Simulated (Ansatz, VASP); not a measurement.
# Two plane-wave programs on Cr

File INCAR:

```
SYSTEM = Cr
ALGO = Fast
EDIFF = 1E-6
ENCUT = 520
GGA = PS
ISIF = 2
ISMEAR = 0
LASPH = .TRUE.
LCHARG = .FALSE.
LREAL = .FALSE.
LWAVE = .FALSE.
NBANDS = 12
NELM = 100
PREC = Accurate
SIGMA = 0.15
```

KPOINTS

```
k-points
0
G
  24 24 24
  0 0 0
```

Contents of POSCAR:

```
Cr
1.0
   -1.4779987500      1.4779987500      1.4059012500
    1.4779987500     -1.4779987500      1.4059012500
    1.4779987500      1.4779987500     -1.4059012500
Cr
1
Direct
    0.0000000000      0.0000000000      0.0000000000
```

Input for Ansatz:

```yaml
crystal:
  lattice:
    - [-1.47799875, 1.47799875, 1.40590125]
    - [1.47799875, -1.47799875, 1.40590125]
    - [1.47799875, 1.47799875, -1.40590125]
  atoms:
    - { symbol: Cr, position: [0.0, 0.0, 0.0] }
basis:
  ecutwfc: 420
kpoints:
  mp_grid: { grid: [24, 24, 24] }
hamiltonian:
  xc: pbesol
scf:
  occupations: { method: gaussian, width: 0.15 }
output:
  forces: true
  stress: true
  eigenvalues: true
```

Change from the starting cell: strain +0.025 along x and y, -0.025 along z, atoms carried along.

Alike in both runs: task single point; functional PBEsol; k mesh 24 × 24 × 24; occupations gaussian, width 0.15 eV; no spin polarisation.

```csv
,VASP,Ansatz
version,VASP 6.6.1,Ansatz 0.2.0
potentials or method,"VASP PAW PBE potentials, release 64 (Cr_pv)","scalar-relativistic, plane waves, PAW"
plane-wave cutoff (eV),520,420
valence electrons in the cell,12,14
```

```csv
,VASP,Ansatz,Ansatz less VASP
gap on the k mesh at the Fermi level (eV),none,none,-
pressure (GPa),-22.4,-21.9,+0.44
largest component of the traceless stress (GPa),10.23,10.31,+0.082
```

A gap of «none» marks a metal or a gap that the smearing closes. The two sets of potentials don't hold the same shells in valence.

Caveats: so large a pressure means that the cell lies far from this level's equilibrium, or that cutoff or potentials fall short (VASP); the potentials were made for another functional, which shifts forces and pressure (VASP); the run has no spin polarisation, though such a crystal can be magnetic. Spin polarisation is off, so any magnetic state and its effect on volume and gap are missing.
